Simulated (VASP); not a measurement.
A run of VASP 6.6.1 is set up as follows.

INCAR

```
ALGO = Normal ; EDIFF = 1E-6
ENCUT = 520 ; ISIF = 2
ISMEAR = 0 ; LASPH = True
LCHARG = False ; LMIXTAU = True
LREAL = False ; LWAVE = False
METAGGA = R2SCAN ; NELM = 80
PREC = Accurate ; SIGMA = 0.02
```

File KPOINTS:

```
k-points
0
Gamma
  6 6 6
```

The input POSCAR:

```
B
1.0
    2.4390200000      1.4081700000      4.1682800000
   -2.4390200000      1.4081700000      4.1682800000
    0.0000000000     -2.8163400000      4.1682800000
B
12
Direct
    0.0106300000      0.6537400000      0.0106300000
    0.0106300000      0.0106300000      0.6537400000
    0.6537400000      0.0106300000      0.0106300000
    0.3462600000      0.9893700000      0.9893700000
    0.9893700000      0.3462600000      0.9893700000
    0.9893700000      0.9893700000      0.3462600000
    0.2217000000      0.6296600000      0.2217000000
    0.2217000000      0.2217000000      0.6296700000
    0.6296600000      0.2217000000      0.2217000000
    0.3703400000      0.7783000000      0.7783000000
    0.7783000000      0.3703400000      0.7783000000
    0.7783000000      0.7783000000      0.3703300000
```

Potentials or basis: VASP PAW PBE potentials, release 64 (B).

Command:

```bash
$ cat potpaw_PBE.64/B/POTCAR > POTCAR
$ mpirun -np 1 vasp_std > vasp.out
```

Task: Estimate the band gap on the k mesh.

Result: 1.50 eV, indirect (least direct gap 1.88 eV).

Task: What does it give for the largest force?

Result: 0.168 eV/Å.

Task: Estimate the pressure.

Result: 1.6 GPa.

Stress tensor (GPa, compression positive):
```
1.89 0.00 0.00
0.00 1.89 0.00
0.00 0.00 0.94
```

Caveat: the PAW data sets were made with another functional, which shifts forces and pressure a little. r2SCAN opens gaps a little over a GGA but as a rule still falls short of measured ones.
